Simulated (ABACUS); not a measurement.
# GaN (F-43m) in ABACUS: further runs

Runs on GaN. Level: PBE. Tasks: single point, relaxation of cell and atoms.

Everything below comes from runs of ABACUS 3.10.1. Logs are shortened: lines on timing, memory, paths and dates and some standing lists are left out, and cuts for length are marked.

**Measured values to compare with.**

From a printed reference work, textbook, for a bulk crystal of GaN at 0 K: band gap 3.299 eV (direct).

The results are compared with them further down.

## 1. Starting point

Symmetry: F-43m, No. 216, cubic system. The conventional cell has a = 4.507 Å, b = 4.507 Å, c = 4.507 Å, α = 90.00°, β = 90.00°, γ = 90.00°. Ga (site symmetry -43m) has 4 N at 1.95 Å as nearest neighbours. Around N (site symmetry -43m) lie 4 Ga at 1.95 Å.

The cell is a database's computed one.

## 2. Single point, PBE

The input, INPUT:

```
INPUT_PARAMETERS
suffix              GaN
calculation         scf
basis_type          lcao
pseudo_dir          ./
orbital_dir         ./
latname             fcc
symmetry            1
dft_functional      pbe
ecutwfc             100
pseudo_rcut         10
nspin               1
nbands              19
ks_solver           genelpa
smearing_method     fd
smearing_sigma      0.00367493
scf_thr             1e-07
scf_nmax            100
mixing_type         broyden
mixing_beta         0.7
cal_force           1
cal_stress          1
out_mul             1
out_chg             1
```

The input, STRU:

```
ATOMIC_SPECIES
Ga 69.7230 Ga.upf
N 14.0070 N.upf

NUMERICAL_ORBITAL
Ga_confined-atom_8au_3s3p3d1f.orb
N_confined-atom_6au_3s3p2d1f.orb

LATTICE_CONSTANT
8.5169979397

ATOMIC_POSITIONS
Direct

Ga
0.0
1
0.0000000000 0.0000000000 0.0000000000 1 1 1

N
0.0
1
0.7500000000 0.7500000000 0.7500000000 1 1 1
```

The input, KPT:

```
K_POINTS
0
Gamma
9 9 9 0 0 0
```

Potentials or basis: Ansatz NC PBE, TZDP LCAO (the cutoffs set its grid).

Launch:

```sh
$ OMP_NUM_THREADS=1 mpirun -np 4 abacus > log
```

running log:

```text
[... set-up lines left out ...]
 LCAO ALGORITHM --------------- ION=   1  ELEC=   1--------------------------------

 Density error is 0.120600797518
----------------------------------------------------------
     Energy           Rydberg                 eV
----------------------------------------------------------
 E_KohnSham     -174.4342170101      -2373.2992775061
 E_Harris       -174.5548804862      -2374.9409883211
 E_Fermi        0.6639307281         9.0332409801
----------------------------------------------------------

 LCAO ALGORITHM --------------- ION=   1  ELEC=   2--------------------------------

 Density error is 0.0809051454746
----------------------------------------------------------
     Energy           Rydberg                 eV
----------------------------------------------------------
 E_KohnSham     -174.6001468991      -2375.5568694654
 E_Harris       -174.8004869501      -2378.2826356960
 E_Fermi        0.9443040665         12.8479159483
----------------------------------------------------------

 LCAO ALGORITHM --------------- ION=   1  ELEC=   3--------------------------------

 Density error is 0.015641860293
----------------------------------------------------------
     Energy           Rydberg                 eV
----------------------------------------------------------
 E_KohnSham     -174.6501809683      -2376.2376179001
 E_Harris       -174.6224669231      -2375.8605489712
 E_Fermi        0.8532114305         11.6085370540
----------------------------------------------------------
[... 47 lines left out ...]
 Density error is 5.41728645821e-07
----------------------------------------------------------
     Energy           Rydberg                 eV
----------------------------------------------------------
 E_KohnSham     -174.6506831988      -2376.2444510960
 E_Harris       -174.6506994092      -2376.2446716499
 E_Fermi        0.8479224851         11.5365772595
----------------------------------------------------------

 LCAO ALGORITHM --------------- ION=   1  ELEC=   9--------------------------------

 Density error is 1.66339688398e-07
----------------------------------------------------------
     Energy           Rydberg                 eV
----------------------------------------------------------
 E_KohnSham     -174.6506831988      -2376.2444510961
 E_Harris       -174.6506788121      -2376.2443914121
 E_Fermi        0.8479219138         11.5365694864
----------------------------------------------------------

 LCAO ALGORITHM --------------- ION=   1  ELEC=  10--------------------------------

 Density error is 1.83240291702e-08
----------------------------------------------------------
     Energy           Rydberg                 eV
----------------------------------------------------------
 E_KohnSham     -174.6506831988      -2376.2444510961
 E_KS(sigma->0) -174.6506831988      -2376.2444510960
 E_Harris       -174.6506830907      -2376.2444496260
 E_band         0.7623051023         10.3716930063
 E_one_elec     -52.5707496117       -715.2617428498
 E_Hartree      43.6990983441        594.5567349420
 E_xc           -49.1047148165       -668.1039201693
 E_Ewald        -116.6743171147      -1587.4355230187
 E_entropy(-TS) -0.0000000000        -0.0000000002
 E_descf        0.0000000000         0.0000000000
 E_exx          0.0000000000         0.0000000000
 E_Fermi        0.8479220317         11.5365710910
----------------------------------------------------------

 charge density convergence is achieved
 final etot is -2376.2444511 eV
 EFERMI = 11.536571091 eV

 STATE ENERGY(eV) AND OCCUPATIONS    NSPIN == 1
 1/35 kpoint (Cartesian) = 0.0000 0.0000 0.0000 (661 pws)
       1       -5.32040     0.00274348
       2       -2.99144     0.00274348
       3       -2.99144     0.00274348
       4       -2.99144     0.00274348
       5       -2.68302     0.00274348
       6       -2.68302     0.00274348
[... 11 lines left out ...]
      18        30.3078        0.00000
      19        30.3078        0.00000

 2/35 kpoint (Cartesian) = -0.11111 0.11111 0.11111 (665 pws)
       1       -5.19388      0.0219479
       2       -2.97522      0.0219479
       3       -2.97522      0.0219479
       4       -2.93918      0.0219479
       5       -2.68437      0.0219479
       6       -2.68437      0.0219479
[... 11 lines left out ...]
      18        32.5554        0.00000
      19        32.5554        0.00000
[... 64 lines left out ...]
 6/35 kpoint (Cartesian) = 0.0000 0.0000 0.22222 (666 pws)
       1       -5.15188      0.0164609
       2       -2.96030      0.0164609
       3       -2.96030      0.0164609
       4       -2.94187      0.0164609
       5       -2.69417      0.0164609
       6       -2.67417      0.0164609
[... 11 lines left out ...]
      18        30.6126        0.00000
      19        32.2552        0.00000

[... levels at 29 further k points ...]

 correction force for each atom along direction 1 is -0.00873285
 correction force for each atom along direction 2 is 0.0358727
 correction force for each atom along direction 3 is 0.0105256
------------------------------------------------------------------------------------------
 TOTAL-FORCE (eV/Angstrom)
------------------------------------------------------------------------------------------
                       Ga1         0.0000000000         0.0000000000         0.0000000000
                        N1         0.0000000000         0.0000000000         0.0000000000
------------------------------------------------------------------------------------------

----------------------------------------------------------------
 TOTAL-STRESS (KBAR)
----------------------------------------------------------------
        61.8212659660         0.0000000000         0.0000000000
         0.0000000000        61.8212659660         0.0000000000
         0.0000000000        -0.0000000000        61.8212659660
----------------------------------------------------------------
 TOTAL-PRESSURE: 61.821266 KBAR

 --------------------------------------------
 !FINAL_ETOT_IS -2376.2444510960740445 eV
 --------------------------------------------
```

stdout:

```text
[... set-up lines left out ...]
 Self-consistent calculations for electrons
 ---------------------------------------------------------
 SPIN    KPOINTS         PROCESSORS  THREADS     NBASE
 1       35              4           4           63
 ---------------------------------------------------------
[... 24 lines left out ...]
 TOTAL-STRESS (KBAR)
----------------------------------------------------------------
        61.8212659660         0.0000000000         0.0000000000
         0.0000000000        61.8212659660         0.0000000000
         0.0000000000        -0.0000000000        61.8212659660
----------------------------------------------------------------
 TOTAL-PRESSURE: 61.821266 KBAR
```

Wall time 10 s (4 MPI ranks of AMD EPYC 9R14 (Zen 4), shared host); peak memory 0.6 GiB.

Results:

```yaml
Free_energy: -2376.2445 eV
Pressure: 6.2 GPa
Band_gap_on_the_k_mesh: 1.81 eV, direct
Mulliken_charges: Ga +0.33; N -0.33 e
```

Caveat: the atomic orbitals were generated for these runs and aren't a published set; Mulliken charges move with the basis; the basis of atomic orbitals isn't converged, which shifts pressures, moduli and gaps.

## 3. Relaxation of cell and atoms, PBE

The input, run_abacus.py:

```python
"""Relaxation by an ASE optimiser with ABACUS as a small file-based calculator."""
import re
import subprocess
import numpy as np
from ase.calculators.calculator import Calculator, all_changes
from ase.filters import FrechetCellFilter
from ase.io import read
from ase.optimize import BFGS
from ase.stress import full_3x3_to_voigt_6_stress
from ase.units import Bohr, GPa

atoms = read("POSCAR")
atoms = atoms[(-atoms.numbers).argsort(kind="stable")]  # ABACUS lists atoms element by element
pseudo = {'Ga': 'Ga.upf', 'N': 'N.upf'}
orbital = {'Ga': 'Ga_confined-atom_8au_3s3p3d1f.orb', 'N': 'N_confined-atom_6au_3s3p2d1f.orb'}
magmoms = None
kmesh = [9, 9, 9]
params = {
    'suffix': 'GaN',
    'calculation': 'scf',
    'basis_type': 'lcao',
    'pseudo_dir': './',
    'orbital_dir': './',
    'symmetry': 1,
    'dft_functional': 'pbe',
    'ecutwfc': 100,
    'pseudo_rcut': 10,
    'nspin': 1,
    'nbands': 13,
    'ks_solver': 'scalapack_gvx',
    'smearing_method': 'fd',
    'smearing_sigma': 0.00367493,
    'scf_thr': 1e-07,
    'scf_nmax': 100,
    'mixing_type': 'broyden',
    'mixing_beta': 0.7,
    'cal_force': 1,
    'cal_stress': 1,
    'out_mul': 1,
}

def write_input(atoms):
    symbols = atoms.get_chemical_symbols()
    elements = list(dict.fromkeys(symbols))
    lines = ["ATOMIC_SPECIES"] + [f"{e} {atoms.get_masses()[symbols.index(e)]:.4f} {pseudo[e]}" for e in elements]
    if orbital:
        lines += ["", "NUMERICAL_ORBITAL"] + [orbital[e] for e in elements]
    lines += ["", "LATTICE_CONSTANT", f"{1 / Bohr:.10f}", "", "LATTICE_VECTORS"]
    lines += [" ".join(f"{x:.10f}" for x in v) for v in atoms.cell]
    lines += ["", "ATOMIC_POSITIONS", "Direct"]
    for e in elements:
        lines += ["", e, "0.0", str(symbols.count(e))]
        for i, p in enumerate(atoms.get_scaled_positions(wrap=False)):
            if symbols[i] == e:
                mag = "" if magmoms is None else " mag " + " ".join(str(x) for x in (magmoms[i] if isinstance(magmoms[i], list) else [magmoms[i]]))
                lines.append(" ".join(f"{x:.10f}" for x in p) + " 1 1 1" + mag)
    open("STRU", "w").write("\n".join(lines) + "\n")
    open("KPT", "w").write("K_POINTS\n0\nGamma\n%d %d %d 0 0 0\n" % tuple(kmesh))
    open("INPUT", "w").write("INPUT_PARAMETERS\n" + "".join(f"{k:<20s}{v}\n" for k, v in params.items()))

class Abacus(Calculator):
    implemented_properties = ["energy", "free_energy", "forces", "stress"]

    def calculate(self, atoms=None, properties=("energy",), system_changes=all_changes):
        super().calculate(atoms, properties, system_changes)
        write_input(self.atoms)
        subprocess.run(['mpirun', '-np', '4', 'abacus'], check=True)
        log = open("OUT.GaN/running_scf.log").read()
        if "charge density convergence is achieved" not in log:
            raise RuntimeError("SCF not converged")
        rows = lambda title, n: np.array([l.split()[-3:] for l in log.split(title)[-1].split("\n")[2:2 + n]], float)
        energy = float(re.findall(r"FINAL_ETOT_IS (\S+)", log)[-1])
        stress = -rows("TOTAL-STRESS", 3) / 10 * GPa  # ABACUS prints kbar, compression positive
        self.results = dict(energy=energy, free_energy=energy, forces=rows("TOTAL-FORCE", len(self.atoms)), stress=full_3x3_to_voigt_6_stress(stress))

atoms.calc = Abacus()
opt = BFGS(FrechetCellFilter(atoms), logfile="opt.log", trajectory="relax.traj")
print("optimiser converged:", opt.run(fmax=0.03, steps=60))
```

The input, POSCAR:

```
GaN
1.0
    0.0000000000      2.2535006075      2.2535006075
    2.2535006075      0.0000000000      2.2535006075
    2.2535006075      2.2535006075      0.0000000000
Ga N
1 1
Direct
    0.0000000000      0.0000000000      0.0000000000
    0.2500000000      0.2500000000      0.2500000000
```

Potentials or basis: Ansatz NC PBE, TZDP LCAO (the cutoffs set its grid).

Launch:

```sh
$ OMP_NUM_THREADS=1 python run_abacus.py > log
```

It took 37 s on 4 MPI ranks of AMD EPYC 9R14 (Zen 4), shared host; peak memory 0.6 GiB.

It converged, with:

* Free energy: -2376.2594 eV
* Relaxed volume: 11.83 Å³/atom
* Relaxed cell: a = 3.223 Å, b = 3.223 Å, c = 3.223 Å, α = 60.00°, β = 60.00°, γ = 60.00°
* Space group after relaxing (to 0.05 Å): F-43m (No. 216)
* Energy gained by relaxing: 7.5 meV/atom
* Ionic steps: 3
* Pressure after relaxing: 0.2 GPa
* Band gap on the k mesh: 1.59 eV, direct
* Mulliken charges: Ga +0.35; N -0.35 e

Step by step:
```csv
step,energy change (eV),largest force (eV/Å),pressure (GPa),volume (Å³)
1,0.0000,0.0000,6.18,22.89
2,-0.0071,0.0000,4.39,23.11
3,-0.0149,0.0000,0.16,23.66
```

Final structure:
```
CELL_PARAMETERS angstrom
0.00000 2.27872 2.27872
2.27872 0.00000 2.27872
2.27872 2.27872 0.00000
ATOMIC_POSITIONS crystal
Ga 0.00000 0.00000 0.00000
N 0.25000 0.25000 0.25000
```

Levels at points of the mesh, in eV from the valence-band top:
| k point | band 7 | band 8 | band 9 | band 10 | band 11 | band 12 |
| --- | --- | --- | --- | --- | --- | --- |
| (0.00, 0.00, 0.00) | 0.00 | 0.00 | 0.00 | 1.59 | 10.09 | 10.09 |

Caveat: the atomic orbitals were generated for these runs and aren't a published set; Mulliken charges move with the basis; the basis of atomic orbitals isn't converged, which shifts pressures, moduli and gaps.

## 4. Comparison with measurements

Step 2. A measured gap of GaN is 3.299 eV (direct; 0 K; a printed reference work, textbook); the calculated 1.81 eV misses it by -1.49 eV. Spin-orbit coupling on Ga is left out. The value is that of PBE in an atomic basis (Ansatz NC PBE, TZDP LCAO (the cutoffs set its grid)), whose error adds to the functional's,, without temperature or zero-point motion. Semilocal functionals fall short of measured gaps as a rule. The cell is a database's relaxed one, not the measured one, which moves gaps too.
